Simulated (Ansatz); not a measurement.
# HgTe: response to strain

HgTe is deformed so: z strained by +1 % at fixed volume. What stress and forces result, by LAPW, PAW and all-electron datasets made for the crystal?

Computed with Ansatz 0.2.0 (DFT PBE, scalar-relativistic, unless a step's input says otherwise).

## Step 1: Starting point

Symmetry: Fm-3m, No. 225, cubic system. Conventional cell: a = 5.843 Å, b = 5.843 Å, c = 5.843 Å, α = 90.00°, β = 90.00°, γ = 90.00°. Hg (site symmetry m-3m) is surrounded by 6 Te at 2.92 Å. Te (site symmetry m-3m) is surrounded by 6 Hg at 2.92 Å.

As a file:

```xyz
2
Lattice="0.0000 2.9215 2.9215 2.9215 0.0000 2.9215 2.9215 2.9215 0.0000" Properties=species:S:1:pos:R:3 pbc="T T T"
Hg    0.0000    0.0000    0.0000
Te    2.9215    2.9215    2.9215
```

Atoms are numbered in the order of the input: Hg1, Te2.

## Step 2: The deformed structure

Space group Fm-3m before, I4/mmm after.

## Step 3: LAPW, all electrons

File input.yaml:

```yaml
crystal:
  lattice:
    - [0.0, 2.9070011512, 2.950715]
    - [2.9070011512, 0.0, 2.950715]
    - [2.9070011512, 2.9070011512, 0.0]
  atoms:
    - { symbol: Hg, position: [0.0, 0.0, 0.0] }
    - { symbol: Te, position: [0.5, 0.5, 0.5] }
kpoints:
  mp_grid: { grid: [12, 12, 12] }
scf:
  occupations: { method: fermi_dirac, width: 0.08 }
hamiltonian:
  xc: pbe
  pseudopotentials: { kind: all_electron, lapw: { basis_error: 0.001 } }
output:
  forces: true
  stress: true
  eigenvalues: true
```

Command:

```sh
ansatz run input.yaml --threads 1 --pin off --max-ram 2048MiB --backend cpu --events-out ev --progress --plain --runs-dir out
```

## Step 4: PAW on the default files

input.yaml: that of step 3 with these lines changed.

```diff
@@ -14,3 +14,3 @@
   xc: pbe
-  pseudopotentials: { kind: all_electron, lapw: { basis_error: 0.001 } }
+  pseudopotentials: { kind: paw }
 output:
@@ -19 +19,2 @@
   eigenvalues: true
+  efg: { contact_densities: true }
```

## Step 5: All-electron PAW on datasets made for the crystal

input.yaml: that of step 4 with these lines changed.

```diff
@@ -14,3 +14,3 @@
   xc: pbe
-  pseudopotentials: { kind: paw }
+  pseudopotentials: { kind: all_electron, datasets: crystal }
 output:
```

(Steps that only read results are left out.)

What does the calculation give? Wanted: pressure; largest shear or deviatoric stress.

**Answer**, as computed:

| quantity | value |
| --- | --- |
| pressure | LAPW 10.49, PAW 10.49, crystal datasets 10.49 GPa |
| largest shear or deviatoric stress (LAPW) | 1.04 GPa |

The largest part of the stress beyond the pressure is 1.04 GPa in size, in the zz component; the atoms are carried along and not relaxed. No run of the undeformed cell stands beside it, so pressure and stress hold what the given cell had before the change, as far as its symmetry allows. PAW: stress within 0.01 GPa of LAPW. Crystal datasets: stress within 0.01 GPa of LAPW. Spin-orbit coupling is left out, though the cell holds Hg; in elements this heavy it can shift bands and gaps by tenths of an eV.
